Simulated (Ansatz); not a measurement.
Computed with DFT PBE, scalar-relativistic, plane waves, PAW (Ansatz). Settings: cutoff 420 eV, Γ-centred meshes spaced at most about 0.3 Å⁻¹, and about 0.25 Å⁻¹ or finer for metals (2π included), Gaussian smearing. Spin is collinear in cells that carry moments; the others ran without spin or lost their moments.

Each guess is relaxed in cell and atoms at zero pressure, on a coarse mesh first where it starts far from rest and then on a converged one. The steps can't lower the symmetry of the start, but it can rise. Energies are static (0 K, no zero-point motion).

Two unrelaxed guesses for Ti5C:

Guess 1.

```
Ti C
1.0
     4.11278    0.00000    0.00000
    -2.05639    3.56177    0.00000
     0.00000    0.00000    6.86232
Ti C
5 1
Direct
  0.00000 0.00000 0.23015
  0.00000 0.00000 0.76985
  0.50000 0.00000 0.00000
  0.00000 0.50000 0.00000
  0.50000 0.50000 0.00000
  0.00000 0.00000 0.00000
```

Guess 2.

```
Ti C
1.0
     4.45546    0.00000    0.00000
    -2.22773    3.85854    0.00000
     0.00000    0.00000    5.81994
Ti C
5 1
Direct
  0.33333 0.66667 0.26169
  0.66667 0.33333 0.26169
  0.50000 0.00000 0.79265
  0.00000 0.50000 0.79265
  0.50000 0.50000 0.79265
  0.00000 0.00000 0.54815
```

Task: Where do they end, and which end is lower?

Result: Guess 1 ends lower, by 20 meV/atom. Guess 1: P6/mmm at 16.8 Å³/atom → P6/mmm at 24.4 Å³/atom; Guess 2: P6mm at 16.7 Å³/atom → P6/mmm at 18.3 Å³/atom. Counting Ti atoms around C (those within 1.25 times the shortest such distance or 1.15 times the sum of covalent radii, 1.27 where that leaves under three; a plus sign parts nearer from farther groups), the end of guess 1 has C 2+6 and the end of guess 2 has C 6. End of guess 1. Conventional cell: a = 4.791 Å, c = 7.379 Å. Ti on a site of symmetry 6mm is surrounded by 1 C at 1.91 Å, 6 Ti at 3.06 Å and 1 Ti at 3.56 Å; Ti on a site of symmetry mmm has 4 Ti at 2.40 Å, 2 C at 2.40 Å and 4 Ti at 3.06 Å; C has 2 Ti at 1.91 Å and 6 Ti at 2.40 Å. End of guess 2. Conventional cell: a = 4.870 Å, c = 5.357 Å. Ti on a site of symmetry -6m2 has 3 Ti at 2.81 Å and 6 Ti at 3.03 Å; Ti on a site of symmetry mmm has 4 Ti at 2.43 Å, 2 C at 2.43 Å and 4 Ti at 3.03 Å; around C lie 6 Ti at 2.43 Å.

Ends held by symmetry can be saddle points. Neither end is the lowest form computed: that has space group P-62m (No. 189) and lies 0.65 eV/atom below the better end. Even the lowest of the cells shown lies +0.97 eV/atom against the elements. For metals, differences of a few meV/atom aren't resolved. Another magnetic order may lie lower. Some candidate types were left out of the draw beforehand, so a known form may be missing.
